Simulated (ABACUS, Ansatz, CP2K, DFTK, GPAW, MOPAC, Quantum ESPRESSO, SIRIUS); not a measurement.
# The bulk modulus of C, sorted by core time

```xyz
2
Lattice="0.0000 1.7834 1.7834 1.7834 0.0000 1.7834 1.7834 1.7834 0.0000" Properties=species:S:1:pos:R:3 pbc="T T T"
C     2.6751    2.6751    2.6751
C     1.7834    1.7834    1.7834
```

```csv
rung,level,program and potentials,cutoff (eV),k mesh,smearing,core time,chip,bulk modulus (GPa),notes
GGA,BP86,"ABACUS, PseudoDojo NC SR 0.4.1 PBE standard, plane waves",1116,10 × 10 × 10,fermi-dirac 0.05,25 s,Intel Xeon Platinum 8488C Sapphire Rapids,425.1,potentials made for PBE; fit through 4 volumes
LDA,LDA,"Ansatz, all-electron LAPW, scalar-relativistic",-,13 × 13 × 13,gaussian 0.05,33 s,Arm Neoverse V1,467.6,-
GGA,OLYP,"GPAW, PAW data sets generated for this functional",800,10 × 10 × 10,fermi-dirac 0.05,43 s,Arm Neoverse V2,436.6,-
GGA + dispersion,RPBE+D3(BJ),"GPAW, the program's PAW data sets (release 1.2.1) made for this functional",800,10 × 10 × 10,fermi-dirac 0.05,46 s,Arm Neoverse V2,453.3,-
GGA,PW91,"GPAW, PAW data sets generated for this functional",800,10 × 10 × 10,fermi-dirac 0.05,46 s,Arm Neoverse V2,433.5,-
non-local van der Waals functional,vdW-DF-cx,"GPAW, GPAW PAW data sets (gpaw-data 1.2.1)",800,10 × 10 × 10,fermi-dirac 0.05,47 s,Intel Xeon Platinum 8488C Sapphire Rapids,439.6,potentials made for PBE
LDA,LDA,"Quantum ESPRESSO, PseudoDojo 0.4.1 SR LDA standard",1116,13 × 13 × 13,fermi-dirac 0.05,51 s,Intel Xeon Platinum 8488C Sapphire Rapids,(a),-
GGA,PBE,"SIRIUS, PseudoDojo 0.4.1 PBE standard (scalar relativistic)",1127,13 × 13 × 13,fermi-dirac 0.05,64 s,Intel Xeon Platinum 8488C Sapphire Rapids,432.3,-
GGA + dispersion,RPBE+D4,"GPAW, the program's PAW data sets (release 1.2.1) made for this functional",800,10 × 10 × 10,fermi-dirac 0.05,82 s,Arm Neoverse V2,(b),-
tight binding or semi-empirical,PM7,"MOPAC, the method's own minimal valence basis",-,1 × 1 × 1,none,95 s,Arm Neoverse N1,715.1,coarse mesh; Γ point of a 4 × 4 × 4 supercell
GGA,PBE,"DFTK, PseudoDojo SR PBE 0.4.1 standard (PBE)",1116,13 × 13 × 13,fermi-dirac 0.05,3.1 min,AMD EPYC 9R45 Zen 5,(c),-
GGA,PBEsol,"CP2K, POTENTIAL_UZH C GTH-PBE-q4; TZVP-MOLOPT-PBE-GTH basis",-,13 × 13 × 13,fermi-dirac 0.05,6.4 min,Arm Neoverse V2,441.5,atomic basis; potentials made for PBE
```

Times are single runs on shared hosts and different chips, so they are rough; meshes, cutoffs and the tasks' sizes weigh on the time. Task: equation of state. All rows: no spin polarisation. Smearing widths are in eV. The cell comes from a database and isn't always the measured one. Meshes differ between rows, which moves values too. Meshes are those of the run's cell of 2 atoms unless a note names another. Runs on faulty files, with rough fits or with known faults for this quantity aren't shown. No row holds spin-orbit coupling.

Task: Estimate the values left out from the other rows.

Result: (a) 465.3 GPa; (b) 448.9 GPa; (c) 432.4 GPa.
